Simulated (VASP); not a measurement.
# ZnCu: formation energy of Sn on the Cu site, part 3 of 4

Wanted: what Sn on the Cu site costs in ZnCu and how the lattice relaxes round it. The start is a cell from a database of measured crystal structures.

VASP 6.6.1, plane waves and PAW; the level of theory is named at each step.

So far. Step 5 (Reference Cu): The run ended after 5 ionic steps, 0.041 eV below its first step, once forces and stress met EDIFFG = -0.02. Step 5 (Reference Cu): Energy at zero smearing: -4.72201 eV.

### 6. Reference Zn

This step: LDA; plane waves and PAW (Zn) (VASP 6.6.1).

System of this step: Zn. The structure is hexagonal, space group P6_3/mmc (No. 194). The conventional cell has a = 2.660 Å, b = 2.660 Å, c = 4.937 Å, α = 90.00°, β = 90.00°, γ = 120.00°. Zn has 12 Zn at 2.66 to 2.91 Å nearest.

Zn is not exchanged here; its energy serves the host's formation enthalpy.

The input, INCAR:

```
SYSTEM = Zn
PREC = Normal
ENCUT = 300
EDIFF = 1E-05
NELM = 120
ISMEAR = 1
SIGMA = 0.1
LREAL = Auto
ALGO = Fast
GGA = CA
NBANDS = 18
LORBIT = 11
LWAVE = .FALSE.
LCHARG = .FALSE.
KPAR = 4
LASPH = .TRUE.
IBRION = 2
NSW = 25
ISIF = 3
EDIFFG = -0.02
POTIM = 0.4
```

The input, POSCAR:

```
Zn
1.0
    2.6600000000      0.0000000000      0.0000000000
   -1.3300000000      2.3036275741      0.0000000000
    0.0000000000      0.0000000000      4.9369600000
Zn
2
Direct
    0.0000000000      0.0000000000      0.0000000000
    0.3333333333      0.6666666667      0.5000000000
```

The input, KPOINTS:

```
Automatic mesh
0
Gamma
11 11 6
0 0 0
```

PAW data sets: Zn (LDA family, release 64).

Run with:

```sh
$ mpirun -np 4 vasp_std
```

What it wrote:

```text
[banner, memory and clock lines left out]
running    4 mpi-ranks, on    1 nodes
 distrk:  each k-point on    1 cores,    4 groups
 distr:  one band on    1 cores,    1 groups

 POSCAR found type information on POSCAR Zn
 POSCAR found :  1 types and       2 ions
 [... a notice as in an earlier step ...]

 LDA part: xc-table for (Slater(with rela. corr.)+CA(PZ))
 , standard interpolation
 POSCAR, INCAR and KPOINTS ok, starting setup
 FFT: planning ... GRIDC
 FFT: planning ... GRID_SOFT
 FFT: planning ... GRID
 WAVECAR not read
 entering main loop
       N       E                     dE             d eps       ncg     rms          rms(c)
DAV:   1     0.850586062621E+02    0.85059E+02   -0.91550E+03  2368   0.147E+03
DAV:   2    -0.918248633413E+00   -0.85977E+02   -0.84302E+02  2322   0.241E+02
DAV:   3    -0.390347377428E+01   -0.29852E+01   -0.29777E+01  2588   0.531E+01
DAV:   4    -0.391587792343E+01   -0.12404E-01   -0.12402E-01  2576   0.355E+00
DAV:   5    -0.391589400023E+01   -0.16077E-04   -0.16077E-04  2518   0.110E-01    0.405E+00
RMM:   6    -0.368982909324E+01    0.22606E+00   -0.84156E-01  2304   0.108E+01    0.308E+00
RMM:   7    -0.367315782286E+01    0.16671E-01   -0.28166E-02  2304   0.236E+00    0.152E+00
RMM:   8    -0.366389807734E+01    0.92597E-02   -0.65830E-03  2304   0.569E-01    0.103E-01
RMM:   9    -0.366384553754E+01    0.52540E-04   -0.16336E-03  2304   0.564E-01    0.837E-02
RMM:  10    -0.366380818247E+01    0.37355E-04   -0.16357E-04  2299   0.130E-01    0.819E-03
RMM:  11    -0.366380895378E+01   -0.77130E-06   -0.11325E-05  1384   0.283E-02
   1 F= -.36638090E+01 E0= -.36638304E+01  d E =-.366381E+01
 curvature:   0.00 expect dE= 0.000E+00 dE for cont linesearch  0.000E+00
 trial: gam= 0.00000 g(F)=  0.000E+00 g(S)=  0.144E+00 ort = 0.000E+00 (trialstep = 0.100E+01)
 search vector abs. value=  0.144E+00
 bond charge predicted
       N       E                     dE             d eps       ncg     rms          rms(c)
DAV:   1    -0.717950167902E+01   -0.35157E+01   -0.29107E+01  2460   0.945E+01    0.137E+01
RMM:   2    -0.419756886801E+01    0.29819E+01   -0.12872E+01  2312   0.470E+01    0.418E+00
RMM:   3    -0.387453925221E+01    0.32303E+00   -0.94559E-01  2304   0.130E+01    0.244E+00
RMM:   4    -0.374946042555E+01    0.12508E+00   -0.33841E-02  2304   0.145E+00    0.576E-01
RMM:   5    -0.374278043530E+01    0.66800E-02   -0.36200E-03  2304   0.531E-01    0.137E-01
RMM:   6    -0.374283422113E+01   -0.53786E-04   -0.37712E-04  2303   0.215E-01    0.162E-02
RMM:   7    -0.374283281800E+01    0.14031E-05   -0.48137E-05  2022   0.868E-02
   2 F= -.37428328E+01 E0= -.37428498E+01  d E =-.790239E-01
[... from here on, the cycles between the ionic steps are left out ...]
   3 F= -.37431172E+01 E0= -.37431395E+01  d E =-.793083E-01
   4 F= -.37427055E+01 E0= -.37427416E+01  d E =-.788966E-01
   5 F= -.37430316E+01 E0= -.37430617E+01  d E =-.792227E-01
   6 F= -.37431366E+01 E0= -.37431622E+01  d E =-.793276E-01
   7 F= -.37466806E+01 E0= -.37464677E+01  d E =-.354405E-02
   8 F= -.37576390E+01 E0= -.37575110E+01  d E =-.145025E-01
   9 F= -.37698411E+01 E0= -.37695897E+01  d E =-.267045E-01
  10 F= -.36528704E+01 E0= -.36528529E+01  d E =0.902661E-01
  11 F= -.37698204E+01 E0= -.37696765E+01  d E =-.266839E-01
  12 F= -.37705244E+01 E0= -.37703275E+01  d E =-.273878E-01
  13 F= -.37714771E+01 E0= -.37713319E+01  d E =-.952730E-03
  14 F= -.37715241E+01 E0= -.37713839E+01  d E =-.999667E-03
  15 F= -.37713971E+01 E0= -.37712527E+01  d E =-.872678E-03
  16 F= -.37721591E+01 E0= -.37720161E+01  d E =-.761988E-03
 ZBRENT: can't locate minimum, use default step
 trial-energy change:   -0.000762  1 .order   -0.001079   -0.001224   -0.000933
 step:   0.6816(harm=  0.7187)  dis= 0.00000  next Energy=    -3.773977 (dE=-0.258E-02)
 bond charge predicted
       N       E                     dE             d eps       ncg     rms          rms(c)
DAV:   1    -0.380047415291E+01   -0.28314E-01   -0.31879E-01  2514   0.938E+00    0.115E+00
RMM:   2    -0.377752346146E+01    0.22951E-01   -0.66668E-02  2304   0.317E+00    0.451E-01
RMM:   3    -0.377447563492E+01    0.30478E-02   -0.28717E-03  2304   0.604E-01    0.253E-01
RMM:   4    -0.377307193676E+01    0.14037E-02   -0.11657E-03  2304   0.304E-01    0.375E-02
RMM:   5    -0.377306610120E+01    0.58356E-05   -0.28341E-04  2304   0.222E-01    0.247E-02
RMM:   6    -0.377306010207E+01    0.59991E-05   -0.28079E-05  1602   0.585E-02
  17 F= -.37730601E+01 E0= -.37729024E+01  d E =-.166302E-02
 curvature:  -0.49 expect dE=-0.278E-04 dE for cont linesearch -0.314E-07
 trial: gam=-0.03438 g(F)=  0.311E-50 g(S)=  0.572E-04 ort =-0.251E-04 (trialstep = 0.273E+00)
 search vector abs. value=  0.704E-04
 reached required accuracy - stopping structural energy minimisation
```

The job ended after 29 s (4 MPI ranks of AMD EPYC 7R43, shared host; peak memory 0.36 GiB; 90 s of CPU time).

Parts of OUTCAR (step 6):

```text
   k-points           NKPTS =     64   k-points in BZ     NKDIM =     64   number of bands    NBANDS=     18

   ENCUT  =  300.0 eV  22.05 Ry    4.70 a.u.   3.76  3.76  6.97*2*pi/ulx,y,z

   NELECT =      24.0000    total number of electrons

 E-fermi :   4.0264

 k-point     1 :       0.0000    0.0000    0.0000
  band No.  band energies     occupation
    ...
      9      -3.9092      2.00000
     10      -3.4710      2.00000
     11      -3.4710      2.00000
     12       0.2865      2.00000
     13       2.4176      2.00000
     14      20.3389      0.00000
     15      20.3389      0.00000
     16      22.3649      0.00000
     17      22.3656      0.00000
     18      22.4251      0.00000

  Total        0.0382285      0.0382285     -0.0064040      0.0000000      0.0000000      0.0000000
  in kB        2.2845734      2.2845734     -0.3827089      0.0000000      0.0000000      0.0000000
  external PRESSURE =       1.3954793 kB  Pullay stress =       0.0000000 kB

 POSITION                                       TOTAL-FORCE (eV/Angst)
 -----------------------------------------------------------------------------------
      0.00000      0.00000      0.00000        -0.000000      0.000000      0.000000
     -0.00000      1.53329      2.19464         0.000000     -0.000000      0.000000
 -----------------------------------------------------------------------------------
    total drift:                                0.000000     -0.000000     -0.000000

  FREE ENERGIE OF THE ION-ELECTRON SYSTEM (eV)
  ---------------------------------------------------
  free  energy   TOTEN  =        -3.7730601021 eV

  energy  without entropy=       -3.7725870651  energy(sigma->0) =       -3.77290242

[... 1 part as in an earlier step ...]

[... 15 further parts left out ...]
```

The k-mesh is coarse for a metal. After so large a change of volume the plane waves of the start cell no longer fit, so the final stress carries a basis-set error. The run keeps the 24 symmetry operations of its start, so it cannot find a distortion of lower symmetry.

The steps of the relaxation:

| step | energy less that of the first step (eV) | largest force (eV/Å) | pressure (GPa) | volume (Å³) |
| --- | --- | --- | --- | --- |
| 1 | 0.0000 | 0.0000 | -8.34 | 30.25 |
| 2 | -0.0790 | 0.0000 | -0.50 | 27.58 |
| 3 | -0.0793 | 0.0000 | -0.68 | 27.46 |
| 4 | -0.0789 | 0.0000 | 0.38 | 27.23 |
| 5 | -0.0792 | 0.0000 | 0.72 | 27.32 |
| 6 | -0.0793 | 0.0000 | 0.36 | 27.40 |
| 7 | -0.0829 | 0.0000 | -0.11 | 27.31 |
| 8 | -0.0938 | 0.0000 | -0.23 | 27.05 |
| 9 | -0.1060 | 0.0000 | 1.83 | 26.47 |
| 10 | 0.0109 | 0.0000 | 9.10 | 25.11 |
| 11 | -0.1060 | 0.0000 | 1.57 | 26.33 |
| 12 | -0.1067 | 0.0000 | 3.48 | 26.39 |
| 13 | -0.1077 | 0.0000 | 1.52 | 26.48 |
| 14 | -0.1077 | 0.0000 | 1.78 | 26.49 |
| 15 | -0.1076 | 0.0000 | 1.99 | 26.53 |
| 16 | -0.1083 | 0.0000 | 1.53 | 26.60 |
| 17 | -0.1093 | 0.0000 | 0.14 | 26.81 |

| conventional cell, symmetrised | before | after | change |
| --- | --- | --- | --- |
| a (Å) | 2.660 | 2.656 | -0.2 % |
| b (Å) | 2.660 | 2.656 | -0.2 % |
| c (Å) | 4.937 | 4.389 | -11.1 % |
| volume (Å³/atom) | 15.13 | 13.40 | -11.4 % |

Final coordinates:

```xyz
2
Lattice="2.6557 0.0000 0.0000 -1.3279 2.2999 0.0000 0.0000 0.0000 4.3893" Properties=species:S:1:pos:R:3 pbc="T T T"
Zn    0.0000    0.0000    0.0000
Zn    0.0000    1.5333    2.1946
```

Numbers from this step:

```
electronic cycles       : 108
electrons               : 24
free energy (TOTEN)     : -3.773 eV
energy at zero smearing : -3.773 eV
Fermi energy            : 4.026 eV
```

The run ended after 17 ionic steps, 0.109 eV below its first step, once forces and stress met EDIFFG = -0.02.

The edges of the cell as typed change unequally, by -11.1 to -0.2 %. In a metal that hangs on the k mesh, which was not refined here; the energy is less touched by it than the shape.

Energy at zero smearing: -3.77290 eV.

(Continued in part 4 of 4.)

[Lines on the potential files, build, host, timing and source positions are cut from VASP's logs without a mark.]

[Logs are printed without paths, hosts, clocks, repeated set-up lines and the standing remarks that a program may print on its own settings, such as how far it seeks lower states.]

[Hosts, paths, dates, database ids (printed as entryN), source tags and the programs' standing remarks are cut or masked in the printed files.]

[In band tables of VASP the shares of atoms and orbitals are scaled to a sum of 1 inside the atoms' spheres.]

[Runs that stopped without an error message from VASP are left out.]
